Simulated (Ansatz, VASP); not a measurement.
**MoS2: VASP beside Ansatz**

File INCAR:

```
ALGO = Normal ; EDIFF = 1E-7
ENCUT = 520 ; GGA = RP
ISIF = 2 ; ISMEAR = -1
IVDW = 13 ; LASPH = T
LCHARG = F ; LREAL = F
LWAVE = F ; NBANDS = 35
NELM = 100 ; PREC = Accurate
SIGMA = 0.05
```

Contents of KPOINTS:

```
k-points
0
Gamma
  10 10 3
```

The input POSCAR:

```
MoS2
1.0
    3.1899873666      0.0000000000      0.0000000000
   -1.5949936833      2.7626100972      0.0000000000
    0.0000000000      0.0000000000     12.4056182726
Mo S
2 4
Direct
    0.6666666667      0.3333333333      0.7500000000
    0.3333333333      0.6666666667      0.2500000000
    0.6666666667      0.3333333333      0.3770000000
    0.3333333333      0.6666666667      0.8770000000
    0.6666666667      0.3333333333      0.1230000000
    0.3333333333      0.6666666667      0.6230000000
```

Contents of input.yaml:

```yaml
crystal:
  lattice:
    - [3.1899873666, 0.0, 0.0]
    - [-1.5949936833, 2.7626100972, 0.0]
    - [0.0, 0.0, 12.4056182726]
  atoms:
    - { symbol: Mo, position: [0.6666666667, 0.3333333333, 0.75] }
    - { symbol: Mo, position: [0.3333333333, 0.6666666667, 0.25] }
    - { symbol: S, position: [0.6666666667, 0.3333333333, 0.377] }
    - { symbol: S, position: [0.3333333333, 0.6666666667, 0.877] }
    - { symbol: S, position: [0.6666666667, 0.3333333333, 0.123] }
    - { symbol: S, position: [0.3333333333, 0.6666666667, 0.623] }
hamiltonian:
  xc: rpbe
  pseudopotentials: { kind: paw }
  dispersion: d4
kpoints:
  mp_grid: { grid: [10, 10, 3] }
scf:
  occupations: { method: fermi_dirac, width: 0.05 }
output:
  forces: true
  stress: true
  eigenvalues: true
```

Alike in both runs: task single point; functional RPBE; dispersion D4; k mesh 10 × 10 × 3; occupations fermi-dirac, width 0.05 eV; no spin polarisation.

|  | VASP | Ansatz |
| --- | --- | --- |
| version | VASP 6.6.1 | Ansatz 0.2.0 |
| potentials or method | VASP PAW PBE potentials, release 64 (Mo_sv, S) | Ansatz PAW |
| plane-wave cutoff (eV) | 520 | 420 |
| valence electrons in the cell | 52 | 52 |

Ansatz gave:

* gap on the k mesh at the Fermi level (eV): 0.99
* least direct gap on the mesh (eV): 1.82
* pressure (GPa): -6.0
* largest component of the traceless stress (GPa): 0.42
* rms of the force components (eV/Å): 0.160
* dispersion energy (meV/atom): -854.6

**Question.** Estimate VASP's values.

**Answer.** gap on the k mesh at the Fermi level (eV): 1.00; least direct gap on the mesh (eV): 1.82; pressure (GPa): -6.2; largest component of the traceless stress (GPa): 0.37; rms of the force components (eV/Å): 0.177; dispersion energy (meV/atom): -854.5.

Atom by atom the forces differ by 0.017 eV/Å (rms over components).

Caveats: the PAW data sets were made with another functional, which shifts forces and pressure a little (VASP); an odd mesh through Γ misses points on the zone boundary, where band edges often lie (VASP); odd divisions of the mesh miss points on the zone boundary, where band edges often lie, so the gap on the mesh can be too wide (Ansatz); the PAW data sets come from PBE, with cores solved anew for the run's functional, which leaves a small shift of forces and pressure (Ansatz). A hybrid or GW would open this gap; RPBE tends to underestimate it.
